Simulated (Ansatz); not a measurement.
## O-17 nuclear quadrupole resonance in SiO₂

Cell: a Materials Project structure (computed, not necessarily an observed phase), taken as it stands.

Space group P6_422 (No. 181); a = 5.0605, c = 5.5414 Å, γ = 120.00°.

```
site  Wyckoff  site symmetry       x       y       z
  Si       3c            222  0.0000  0.5000  0.3333
   O       6j            ..2  0.5828  0.7914  0.8333
```

One atom of each set is listed.

Computed with Ansatz: DFT, PBE, plane waves and PAW (field gradients read without the response of the frozen cores, which leaves them typically 4 to 6 % off), scalar-relativistic, 420 eV cutoff, Γ-centred 4×4×4 k-points, Fermi–Dirac smearing 0.02 eV.

O-17: I = 5/2, Q = -25.58 mb (year-2017 value). Static lattice, zero field.

(1) At which frequencies do the O-17 NQR lines lie?

Answers

(1) For I = 5/2 and η = 0 the lines are 3|C_Q|/20 and twice that; η pulls their ratio below 2.

| site | atoms | V_zz (10²¹ V/m²) | C_Q (MHz) | η | line frequencies (MHz) |
| --- | --- | --- | --- | --- | --- |
| O | 6 | 10.03 | -6.20 | 0.07 | 0.935, 1.86 |

At O V_zz runs parallel to the line that joins its two neighbours (within 1°).

At this cell the principal stresses reach 5 GPa in size with PBE, which can matter for small gradients.
